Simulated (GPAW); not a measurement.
**Optical response of BeS**

Aim: the dielectric function of BeS, and the optical constants that follow from it. The cell comes from an older database entry, whose edges can differ from later determinations, mostly by under a per cent.

Program: GPAW 26.7.0. Level of theory: DFT, LDA, plane-wave PAW (GPAW data sets), scalar-relativistic, RPA, optical limit. Results are calculated unless marked as measured.

The database entry behind the starting cell differs from later determinations by our own check (0.1 to 0.3 % short, probably kX units), so it need not match the best structure at ambient conditions.

## 1. The structure

It takes space group F-43m (No. 216, cubic). The conventional cell has a = 4.850 Å, b = 4.850 Å, c = 4.850 Å, α = 90.00°, β = 90.00°, γ = 90.00°. Nearest to S lie 4 Be at 2.10 Å. Be has 4 S at 2.10 Å nearest. Farther neighbours and most contacts between anions are not listed.

Structure file:

```cif
data_structure
_symmetry_space_group_name_H-M 'F-43m'
_symmetry_Int_Tables_number 216
_cell_length_a 4.8500
_cell_length_b 4.8500
_cell_length_c 4.8500
_cell_angle_alpha 90.000
_cell_angle_beta 90.000
_cell_angle_gamma 90.000
_cell_volume 114.08
loop_
_atom_site_label
_atom_site_type_symbol
_atom_site_symmetry_multiplicity
_atom_site_Wyckoff_symbol
_atom_site_fract_x
_atom_site_fract_y
_atom_site_fract_z
_atom_site_occupancy
S1 S 4 c 0.25000 0.25000 0.25000 1
Be1 Be 4 a 0.00000 0.00000 0.00000 1
```

## 2. Ground state

The self-consistent density comes first; it also tells whether there is a gap, which decides the occupations and the need for a Drude term.

This step: DFT, LDA, plane-wave PAW (GPAW data sets), scalar-relativistic, ground state (GPAW 26.7.0).

Contents of gs.py:

```python
from ase import Atoms
from ase.dft.bandgap import bandgap
from gpaw import GPAW, PW, FermiDirac

atoms = Atoms(['S', 'Be'],
              cell=[[0.000000000000, 2.425000000000, 2.425000000000],
                    [2.425000000000, 0.000000000000, 2.425000000000],
                    [2.425000000000, 2.425000000000, 0.000000000000]],
              scaled_positions=[[0.750000000000, 0.750000000000, 0.750000000000],
                                [0.000000000000, 0.000000000000, 0.000000000000]],
              pbc=[True, True, True])
atoms.calc = GPAW(mode=PW(400), xc='LDA', kpts={'size': (8, 8, 8), 'gamma': True},
                  occupations=FermiDirac(0.05), maxiter=150, txt='gs.txt')
print('energy (eV)', atoms.get_potential_energy())
print('Fermi level (eV)', atoms.calc.get_fermi_level())
print('valence electrons', atoms.calc.get_number_of_electrons())
print('gap (eV)', bandgap(atoms.calc, output=None)[0])
print('direct gap (eV)', bandgap(atoms.calc, direct=True, output=None)[0])
atoms.calc.write('gs.gpw')
```

The run is started by

```
$ OMP_NUM_THREADS=1 python gs.py
```

Numbers of over 12 decimals in the logs are rounded to 6 here.

What it wrote:

```text
__  _  _
 | _ |_)|_||  |
 |__||  | ||/\| - 26.7.0

Versions:
  Python: 3.12.14
  ASE:    3.29.0
  Numpy:  2.5.5
  Scipy:  1.18.1
  Libxc:  7.0.0

Input parameters:
  mode=PW(ecut=400.0),
  kpts=MonkhorstPack(size=(8, 8, 8), gamma=True),
  maxiter=150,
  occupations=Occupations(name='fermi-dirac', width=0.05, fixmagmom=False),
  xc=XC(name='LDA')

Diagonalizing LCAO Hamiltonian
Converting LCAO to pw mode

                   S

       Be

Atoms  # Å, Bohr magnetons
|   | symbol |        x |        y |        z |    initial magnetic moments |
| 0 |      S | 3.637500 | 3.637500 | 3.637500 | ( 0.0000,  0.0000,  0.0000) |
| 1 |     Be | 0.000000 | 0.000000 | 0.000000 | ( 0.0000,  0.0000,  0.0000) |

Unit cell  # Å
| periodic |        x |        y |        z |  lengths |    angles |
|      yes | 0.000000 | 2.425000 | 2.425000 | 3.429468 | 60.000000 |
|      yes | 2.425000 | 0.000000 | 2.425000 | 3.429468 | 60.000000 |
|      yes | 2.425000 | 2.425000 | 0.000000 | 3.429468 | 60.000000 |

Number of symmetries: 24
Symmetry operations  # r_c * U_cc + t_c -> r_c
|    | kind |            matrix            |
|  0 |  E   |  1, 0, 0,  0, 1, 0,  0, 0, 1 |
|  1 |  σ   |  1, 0, 0,  0, 0, 1,  0, 1, 0 |
|  2 |  σ   |  1, 0,-1,  0, 1,-1,  0, 0,-1 |
|  3 |  C3  |  1, 0,-1,  0, 0,-1,  0, 1,-1 |
|  4 |  C3  |  1,-1, 0,  0,-1, 1,  0,-1, 0 |
|  5 |  σ   |  1,-1, 0,  0,-1, 0,  0,-1, 1 |
|  6 |  σ   |  0, 1, 0,  1, 0, 0,  0, 0, 1 |
|  7 |  C3  |  0, 1, 0,  0, 0, 1,  1, 0, 0 |
|  8 |  C2  |  0, 1,-1,  1, 0,-1,  0, 0,-1 |
|  9 |  S4  |  0, 1,-1,  0, 0,-1,  1, 0,-1 |
| 10 |  C3  |  0, 0, 1,  1, 0, 0,  0, 1, 0 |
| 11 |  σ   |  0, 0, 1,  0, 1, 0,  1, 0, 0 |
| 12 |  S4  |  0, 0,-1,  1, 0,-1,  0, 1,-1 |
| 13 |  C3  |  0, 0,-1,  0, 1,-1,  1, 0,-1 |
| 14 |  S4  |  0,-1, 1,  1,-1, 0,  0,-1, 0 |
| 15 |  C2  |  0,-1, 1,  0,-1, 0,  1,-1, 0 |
| 16 |  C3  |  0,-1, 0,  1,-1, 0,  0,-1, 1 |
| 17 |  S4  |  0,-1, 0,  0,-1, 1,  1,-1, 0 |
| 18 |  S4  | -1, 1, 0, -1, 0, 1, -1, 0, 0 |
| 19 |  C3  | -1, 1, 0, -1, 0, 0, -1, 0, 1 |
| 20 |  C3  | -1, 0, 1, -1, 1, 0, -1, 0, 0 |
| 21 |  S4  | -1, 0, 1, -1, 0, 0, -1, 1, 0 |
| 22 |  σ   | -1, 0, 0, -1, 1, 0, -1, 0, 1 |
| 23 |  C2  | -1, 0, 0, -1, 0, 1, -1, 1, 0 |

BZ-sampling:
  Number of BZ points: 512
  Number of IBZ points: 29

  Monkhorst-Pack size: [8, 8, 8]
  Monkhorst-Pack shift: [0.0625, 0.0625, 0.0625]

K-points  # in reciprocal-cell coordinates
|     |                                coordinates |     weight |
|   0 | (  0.00000000,   0.00000000,   0.00000000) | 0.00195312 |
|   1 | (  0.12500000,   0.12500000,   0.00000000) | 0.01171875 |
|   2 | (  0.12500000,   0.12500000,   0.12500000) | 0.01562500 |
|   3 | (  0.25000000,   0.12500000,   0.12500000) | 0.02343750 |
|   4 | (  0.25000000,   0.25000000,   0.00000000) | 0.01171875 |
|   5 | (  0.25000000,   0.25000000,   0.12500000) | 0.04687500 |
|   6 | (  0.25000000,   0.25000000,   0.25000000) | 0.01562500 |
|   7 | (  0.37500000,   0.25000000,  -0.37500000) | 0.04687500 |
|   8 | (  0.37500000,   0.25000000,   0.12500000) | 0.04687500 |
|   9 | (  0.37500000,   0.25000000,   0.25000000) | 0.04687500 |
| ... |                                            |            |
|  28 | (  0.50000000,   0.50000000,   0.50000000) | 0.00781250 |

Plane wave coefficients: 534
Cutoff: 400.0 eV

Spin-components: 1 (collinear spins)
Bands:           8
Projectors:      8
Spin-degeneracy: 2
Datatype:        complex128

Parallelization:
  kpt:    1
  domain: 1
  band:   1

Density:
  Valence electrons: 8.0
  Components: 1
  Grid points: [16 16 16]
  Charge: 0.0  # |e|

Potential:
  Grid points: [16 16 16]

species:
  S:
    name:    Sulfur
    id:
    Z:       16.0
    valence: 6
    core:    10
    charge:  0.0  # [|e|]
    compensation charges:
      type: gauss
      rc: 0.24  # [Å]
      lmax: 2
    cutoffs:
      filter: 1.77  # [Å]
      core: 1.66  # [Å]
    projectors
    | kind |    occ | energy [eV] | rcut [Å] |
    |   3s |  2.000 |     -17.278 |    0.974 |
    |   3p |  4.000 |      -7.106 |    0.979 |
    |    s |        |       9.933 |    0.974 |
    |    p |        |      20.105 |    0.979 |
    |    d |        |       0.000 |    0.900 |

    Using partial waves for S as LCAO basis

  Be:
    name:    Beryllium
    id:
    Z:       4.0
    valence: 2
    core:    2
    charge:  0.0  # [|e|]
    compensation charges:
      type: gauss
      rc: 0.25  # [Å]
      lmax: 2
    cutoffs:
      filter: 1.42  # [Å]
      core: 1.84  # [Å]
    projectors
    | kind |    occ | energy [eV] | rcut [Å] |
    |   2s |  2.000 |      -5.600 |    0.794 |
    |   2p |  0.000 |      -2.099 |    0.794 |
    |    s |        |      21.612 |    0.794 |

    Using partial waves for Be as LCAO basis

Reference energy: -11217.772390  # eV

eigensolver:
  PPCG
  Converge bands: occupied
  niter=2

density mixing:
  MSR1-Mixer
  Pratt-step length: 0.05
  Maximum mixing coefficient: 0.75
  Old densities: 10
  SVD Regularization: 0.005
  Good broyden scale: 1.0
  Trust region scale: 1.0
  Backstep threshold: 4.0
  History deletion threshold: 6.0
  Fourier metric: weight=20.0, sigma=0.015

occupation numbers:
  Fermi-Dirac:
    width: 0.0500  # eV

poisson solver:
  ecut: 3200.0  # eV

xc functional:
  name: None

convergence criteria:
- Maximum [total energy] change in last 3 cyles: 0.0005 eV / valence electron
- Maximum integral of absolute [dens]ity change: 0.0001 electrons / valence electron
- Maximum integral of absolute [eigenst]ate change: 4e-08 eV^2 / valence electron
maximum number of iterations: 150

SCF iterations
|iter     |      energy | eigst |  dens |
|iter:   1||  -11.269221 | -0.09 |       |
|iter:   2||  -11.248527 | -2.37 | -0.92 |
|iter:   3||  -11.093262 | -1.93 | -0.95 |
|iter:   4||  -11.092204 | -3.08 | -1.59 |
|iter:   5||  -11.092403c| -4.49 | -2.20 |
|iter:   6||  -11.092422c| -5.68 | -2.82 |
|iter:   7||  -11.092422c| -7.04 | -3.70 |
|iter:   8||  -11.092422c| -8.31c| -4.19c|

Converged in 8 steps
SCF loop duration: 1.764 s (0.220 s/step)
Energy contributions relative to reference atoms: (reference = -11217.772390)

Energy contributions:
  Kinetic:          11.311994
  Coulomb:         -10.376757
  Zero:             -0.032619
  External:          0.000000
  Xc:              -11.995040
  Entropy:          -0.000000
  Spinorbit:         0.000000
  ----------------------------
  Free energy:     -11.092422
  Extrapolated:    -11.092422

dipole moment: (-1.668570, -1.668570, -1.668570)  # |e|*Ang

Fermi level: 6.336
Eigenvalues  # (at kpt = [0.000, 0.000, 0.000])
| band index |      eig [eV] | occ [0-2] |
|          0 |        -9.169 |     2.000 |
|          1 |         4.514 |     2.000 |
|          2 |         4.514 |     2.000 |
|          3 |         4.514 |     2.000 |
|          4 |        10.023 |     0.000 |
|          5 |        10.023 |     0.000 |
|          6 |        10.023 |     0.000 |
|          7 |        10.164 |     0.000 |

Gap: 2.898 eV
Transition (v -> c):
  (s=0, k=0, n=3, [0.00, 0.00, 0.00]) -> (s=0, k=24, n=4, [0.50, 0.50, 0.00])
Direct/indirect transitions are different
Direct gap: 5.508 eV
Transition at: (s=0, k=0, n=3, [0.00, 0.00, 0.00])

--- standard output ---
energy (eV) -11.092422
Fermi level (eV) 6.336315
valence electrons 8.0
gap (eV) 2.898080
direct gap (eV) 5.508472
```

Wall time 3 s (1 thread of Arm Neoverse V1, shared host); peak memory 0.12 GiB.

Read-outs, printed or worked out from the files:

```
energy                 : -11.09 eV
Fermi energy           : 6.336 eV
gap on the k-mesh      : 2.898 eV
direct gap on the mesh : 5.508 eV
electrons              : 8
```

There is a gap, 2.90 eV on this mesh (points off the mesh can give less), so no carriers' term is needed.

## 3. Bands for the response

The response needs many more empty bands than the density does.

This step: DFT, LDA, plane-wave PAW (GPAW data sets), scalar-relativistic, bands at fixed density (GPAW 26.7.0).

Contents of nscf.py:

```python
from ase.dft.bandgap import bandgap
from gpaw import GPAW, FermiDirac

calc = GPAW('gs.gpw').fixed_density(kpts={'size': (14, 14, 14), 'gamma': True}, nbands=27, convergence={'bands': 21},
                                    occupations=FermiDirac(0.001), txt='nscf.txt')
print('gap (eV)', bandgap(calc, output=None)[0])
print('direct gap (eV)', bandgap(calc, direct=True, output=None)[0])
print('top band over the Fermi level (eV)', min(calc.get_eigenvalues(kpt=k)[20] for k in range(len(calc.get_ibz_k_points()))) - calc.get_fermi_level())
calc.write('full.gpw', mode='all')
```

The run is started by

```
$ OMP_NUM_THREADS=1 python nscf.py
```

What it wrote:

```text
Diagonalizing LCAO Hamiltonian
Converting LCAO to pw mode
convergence criteria:
- Maximum integral of absolute [eigenst]ate change: 4e-08 eV^2 / valence electron
maximum number of iterations: 150

SCF iterations
|iter     |      energy | eigst |  dens |
|iter:   1||             | +3.16 |       |
|iter:   2||             | +1.46 |       |
|iter:   3||             | -0.83 |       |
|iter:   4||             | -2.45 |       |
|iter:   5||             | -4.25 |       |
|iter:   6||             | -5.72 |       |
|iter:   7||             | -7.16 |       |
|iter:   8||             | -8.01c|       |
SCF steps: 8
  __  _  _
 | _ |_)|_||  |
 |__||  | ||/\| - 26.7.0

Versions:
  Python: 3.12.14
  ASE:    3.29.0
  Numpy:  2.5.5
  Scipy:  1.18.1
  Libxc:  7.0.0

Input parameters:
  mode=PW(ecut=400.0),
  convergence={'bands': 21},
  gpts=array([16, 16, 16]),
  kpts=MonkhorstPack(size=(14, 14, 14), gamma=True),
  maxiter=150,
  nbands=27,
  occupations=Occupations(name='fermi-dirac', width=0.001, fixmagmom=False),
  parallel={},
  xc=XC(name='LDA')

--- standard output ---
gap (eV) 2.898080
direct gap (eV) 5.491570
top band over the Fermi level (eV) 27.283283
```

The job ended after 19 s (1 thread; peak memory 0.16 GiB).

Read-outs, printed or worked out from the files:

| Property | Result |
| --- | --- |
| direct gap on the mesh | 5.492 eV |

## 4. Dielectric function, RPA

Local fields let the induced charge screen the field inside the cell, which as a rule lowers ε, most along directions where the density is uneven.

This step: DFT, LDA, plane-wave PAW (GPAW data sets), scalar-relativistic, RPA, optical limit (GPAW 26.7.0).

Contents of df.py:

```python
from gpaw.response.df import DielectricFunction

df = DielectricFunction('full.gpw', frequencies={'type': 'nonlinear', 'domega0': 0.03, 'omega2': 8},
                        ecut=50,
                        eta=0.1,
                        nbands=21,
                        txt='df.txt')
for direction in ['x']:
    df.get_dielectric_function(xc='RPA', direction=direction, filename=f'df_{direction}.csv')
```

The run is started by

```
$ OMP_NUM_THREADS=1 python df.py
```

What it wrote:

```text
Using integrator: PointIntegrator
NonLinearFrequencyDescriptor(from 0.000 to 49.084 eV, 463 points)
Nonperiodic BCs:  [False False False]
Using integrator: PointIntegrator
NonLinearFrequencyDescriptor(from 0.000 to 49.084 eV, 463 points)
Nonperiodic BCs:  [False False False]

Calculating chi0 body with:
    Ground state adapter containing:
    Number of spins: 1
    Number of kpoints: 2744
    Number of irreducible kpoints: 104
    Number of completely occupied states: 4
    Number of partially occupied states: 4

    Linear response parametrization:
    q_c: [0.0, 0.0, 0.0]
    Number of frequency points: 463
    Planewave cutoff: 50.0
    Number of bands: 21
    Number of planewaves: 15
    Broadening (eta): 0.1

Integrating chi0 body.

Symmetries of q_c:
    Direct symmetries (Uq -> q): 24
    Indirect symmetries (TUq -> q): 24
In total 48 allowed symmetries.

104 groups of equivalent kpoints. 96.209913% reduction.

Integral kind: spectral function

Calculating chi0 optical extensions with:
    Ground state adapter containing:
    Number of spins: 1
    Number of kpoints: 2744
    Number of irreducible kpoints: 104
    Number of completely occupied states: 4
    Number of partially occupied states: 4

    Linear response parametrization:
    Number of frequency points: 463
    Planewave cutoff: 50.0
    Number of bands: 21
    Number of planewaves: 15
    Broadening (eta): 0.1
Integrating chi0 head and wings.

Symmetries of q_c:
    Direct symmetries (Uq -> q): 24
    Indirect symmetries (TUq -> q): 24
In total 48 allowed symmetries.

104 groups of equivalent kpoints. 96.209913% reduction.

Integral kind: spectral function wings
```

It took 3.6 s on 1 thread; peak memory 0.17 GiB.

Numbers from this step:

| Property | Result |
| --- | --- |
| electronic dielectric constant ε∞, mean over x, y and z (by symmetry where fewer were run) | 5.118 |
| main peak of Im epsilon, first axis | 6.818 eV |
| centre of weight of the strongest loss peak in the window | 21.20 eV |

Some rows of df_x.csv (energy; Re and Im without local fields; Re and Im with them):

```text
0.000000, 5.842912, 0.000000, 5.117709, 0.000000
0.555532, 5.871273, 0.010287, 5.140497, 0.008264
1.143969, 5.965809, 0.022124, 5.216406, 0.017755
1.768324, 6.148810, 0.037127, 5.363135, 0.029739
2.431988, 6.461400, 0.058425, 5.613147, 0.046658
3.138794, 6.986235, 0.093250, 6.031315, 0.074130
3.893091, 7.917592, 0.162978, 6.769180, 0.128699
4.699832, 9.876981, 0.369042, 8.308710, 0.288749
5.564682, 16.103132, 4.472981, 13.076930, 3.526871
6.494155, 12.328363, 17.245482, 10.186177, 12.898848
7.495775, -4.138067, 13.737077, -1.513233, 11.173188
8.578281, -3.067724, 8.328311, -1.095683, 6.856671
9.751884, -3.864946, 3.007750, -3.053384, 3.426129
11.028587, -3.054560, 2.431539, -2.336910, 2.851265
12.422601, -1.659014, 1.672220, -1.117062, 1.816973
13.950874, -1.085772, 0.943528, -0.802307, 1.109522
15.633783, -0.823147, 0.739167, -0.557027, 1.012338
17.496047, -0.402466, 0.502866, -0.178028, 0.659319
19.567954, -0.081446, 0.385968, 0.144865, 0.470160
21.887015, 0.089359, 0.109257, 0.080176, 0.307337
24.500258, 0.336611, 0.084886, 0.351155, 0.176718
```

(Part 1 of 2 ends here.)

[Machine, clock and banner lines and Python warnings are left out of the logs.]

[Logs are printed without paths, hosts, clocks, repeated set-up lines and the standing remarks that a program may print on its own settings, such as how far it seeks lower states.]

[Hosts, paths, dates, database ids (printed as entryN), source tags and the programs' standing remarks are cut or masked in the printed files.]
